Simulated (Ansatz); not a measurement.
## CuO under changes of volume

One of the cells (10.729 Å³/atom); the others are scaled copies at fixed shape and fractional positions:

```
CELL_PARAMETERS angstrom
2.87950 0.00000 0.00000
0.03907 2.87928 0.00000
0.01750 0.01724 5.17634
ATOMIC_POSITIONS crystal
Cu 0.00000 0.50000 0.00000
Cu 0.50000 0.00000 0.50000
O 0.99842 0.00167 0.74989
O 0.00158 0.99833 0.25011
```

The cell comes from a database or a generator and needn't be the stable form of this composition.

| Quantity | Value |
| --- | --- |
| Program | Ansatz 0.2.0 |
| Functional | PBEsol |
| Potentials or basis | all-electron LAPW, scalar-relativistic |
| Cutoff | 447 eV (chosen from the basis error) |
| Basis error allowed | 0.001 eV/atom |
| k mesh | 9 × 9 × 5 |
| Occupations | fermi-dirac, width 0.05 eV |
| Spin | no spin polarisation |

```tsv
volume (Å³/atom)	energy over the lowest point (meV/atom)	pressure (GPa)	largest force (eV/Å)
10.085	14.69	9.8	0.012
10.300	4.55	5.4	0.012
10.515	0.00	1.5	0.012
10.729	?	?	?
10.944	5.30	-5.2	0.013
11.158	14.14	-7.9	0.014
11.373	26.50	-10.4	0.015
```

Question: What does the run at 10.729 Å³/atom give?

Answer: Energy over the lowest point 0.43 meV/atom; pressure -2.0 GPa; largest force 0.013 eV/Å.

Worked out: A Birch-Murnaghan fit of order 3 (a polynomial in V^(-2/3)) to the other rows has its minimum at 10.60 Å³/atom with B0 = V·E''(V) = 175 GPa and B' = 4.6 at fixed shape and positions, which overstates the stiffness. It gives 0.43 meV/atom at 10.729 Å³/atom, against the run's 0.43, and -dE/dV = -2.0 GPa, against -2.0.

Energies are extrapolated to zero smearing.

Caveats: the run has no spin polarisation, though such a crystal can be magnetic.
